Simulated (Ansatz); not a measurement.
Rocksalt AgCl, relaxed with r2SCAN in Ansatz 0.2.0. Space group Fm-3m (No. 225), cubic; a = 5.546 Å in the conventional setting, 21.33 Å³ an atom. Ag has 6 Cl at 2.77 Å; Cl has 6 Ag at 2.77 Å.

The axes x, y and z are those of this cell:
```
Ag Cl
1.0
     0.00000    2.77318    2.77318
     2.77318    0.00000    2.77318
     2.77318    2.77318    0.00000
Ag Cl
1 1
Direct
  0.00000 0.00000 0.00000
  0.50000 0.50000 0.50000
```

Unstrained: The PBE gap is indirect, 0.912 eV (L to Γ), below the direct gap of 3.005 eV at Γ–K (0.10 of the way from Γ). r2SCAN gives an indirect gap of 1.475 eV, from L to Γ; the least direct gap is 3.590 eV at Γ–K (0.10 of the way from Γ). The HSE06 gap is indirect, 2.411 eV (L to Γ), below the direct gap of 4.544 eV at Γ–K (0.10 of the way from Γ). Meshes: PBE 8×8×8, r2SCAN 8×8×8, HSE06 6×6×6. Strains are changes of length per length. After each strain the atoms were relaxed again with r2SCAN within the symmetry that the strain leaves, so tilts or polar shifts that break it weren't tested; points keep the names that they have in the unstrained zone. Spin-unpolarised throughout; all numbers are computed.

Question: Estimate what epitaxial +4.02 % in the plane normal to [111], free normal strain -6.62 % does to the gap.

Answer: PBE: the gap goes from 0.912 to 0.824 eV (-0.088 eV). r2SCAN: the gap goes from 1.475 to 1.385 eV (-0.090 eV). HSE06: the gap goes from 2.411 to 2.323 eV (-0.088 eV). The r2SCAN energy rises by 6.3 meV an atom.

Question: For epitaxial +4.62 % in the xy plane, how far does the free direction move, and what happens to the gap?

Answer: The normal strain at zero normal stress is -4.64 %, 1.00 of the in-plane strain with the sign turned. PBE: the gap goes from 0.912 to 0.744 eV (-0.168 eV). r2SCAN: the gap goes from 1.475 to 1.280 eV (-0.195 eV). HSE06: the gap goes from 2.411 to 2.207 eV (-0.204 eV).

Question: One strain changed the r2SCAN stress by xx -5.49, yy -5.49, zz -5.49 GPa (compression positive) and the gap by +0.094 eV (PBE), +0.060 eV (r2SCAN), +0.106 eV (HSE06). Which kind of strain was it, and roughly how large?

Answer: Isotropic +5.8 % on every length. The pattern of the stress gives the kind; the size needs the stiffness, so it is an estimate.

Spin-orbit coupling is left out.

The meshes of the hybrids are coarse, so their gaps aren't converged to the digits shown.
